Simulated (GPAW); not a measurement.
# Si: density of states with RPBE+D4

Si:

```
Si
1.0
     2.65191    0.00000    0.00000
    -1.29660    2.22592    0.00000
     0.05778   -0.02111    2.48485
Si
1
Direct
  0.01994 0.00805 0.99302
```

The cell isn't the ideal one: cell strained at random at fixed volume.

```json
{
 "Program": "GPAW 26.7.0",
 "Task": "density of states",
 "Functional": "RPBE",
 "Dispersion": "D4",
 "Potentials or basis": "the program's PAW data sets (release 1.2.1) made for this functional",
 "Cutoff": "600 eV",
 "Basis": "pw",
 "k mesh": "11 × 12 × 11",
 "Occupations": "fermi-dirac, width 0.05 eV",
 "Spin": "no spin polarisation",
 "Maxiter": "150",
 "k mesh for the DOS": "16 × 18 × 16",
 "Dos width": "0.1 eV"
}
```

- Pressure: -4.2 GPa
- Band gap on the k mesh: none (metal or under the smearing width)
- Dispersion energy per atom: -0.911 eV
- Density of states at the Fermi level: 0.39 states/eV per cell

Stress tensor (GPa, compression positive):
```
-4.05 -0.68 -1.94
-0.68 -2.46  1.06
-1.94  1.06 -6.12
```

Levels at points of the mesh, in eV from the Fermi level:
| k point | band 1 | band 2 | band 3 | band 4 |
| --- | --- | --- | --- | --- |
| (0.00, 0.00, 0.00) | -14.14 | 7.40 | 7.73 | 10.32 |
| (0.00, 0.50, 0.00) | -7.20 | -6.71 | 4.74 | 6.22 |

States per cell in windows of 1 eV (zero at the Fermi level; states under -8 eV left out):
| from (eV) | total |
| --- | --- |
| -8.0 | 0.27 |
| -7.0 | 0.30 |
| -6.0 | 0.32 |
| -5.0 | 0.36 |
| -4.0 | 0.38 |
| -3.0 | 0.45 |
| -2.0 | 0.42 |
| -1.0 | 0.37 |
| 0.0 | 0.37 |
| 1.0 | 0.38 |
| 2.0 | 0.42 |
| 3.0 | 0.49 |
| 4.0 | 0.48 |
| 5.0 | 0.52 |

Run time: 2.3 min on 1 thread of Arm Neoverse V1, on a shared host, peak memory 0.71 GiB.

Caveat: pairwise dispersion overbinds metals, which lowers pressure and volume.
